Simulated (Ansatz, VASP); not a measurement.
# One calculation of TaN, two programs

```
CELL_PARAMETERS angstrom
0.00000 2.12453 2.12453
2.12453 0.00000 2.12453
2.12453 2.12453 0.00000
ATOMIC_POSITIONS crystal
Ta 0.50000 0.50000 0.50000
N 0.00000 0.00000 0.00000
```

Change from the starting cell: strain -0.025 along x and y, -0.025 along z, atoms carried along.

Alike in both runs: task single point; functional PBEsol; k mesh 18 × 18 × 18; occupations gaussian, width 0.15 eV; no spin polarisation.

|  | VASP | Ansatz |
| --- | --- | --- |
| version | VASP 6.6.1 | Ansatz 0.2.0 |
| potentials or method | VASP PAW PBE potentials, release 64 (Ta_pv, N) | scalar-relativistic, plane waves, PAW |
| plane-wave cutoff (eV) | 520 | 420 |
| valence electrons in the cell | 16 | 18 |

```tsv
	VASP	Ansatz	Ansatz less VASP
gap on the k mesh at the Fermi level (eV)	none	none	-
pressure (GPa)	39.7	38.2	-1.59
```

A gap of «none» marks a metal or a gap that the smearing closes. The two sets of potentials don't hold the same shells in valence.

Caveats: so large a pressure means that the cell lies far from this level's equilibrium, or that cutoff or potentials fall short (VASP); the potentials were made for another functional, which shifts forces and pressure (VASP). The runs have no spin-orbit coupling, so splittings on Ta are missing.
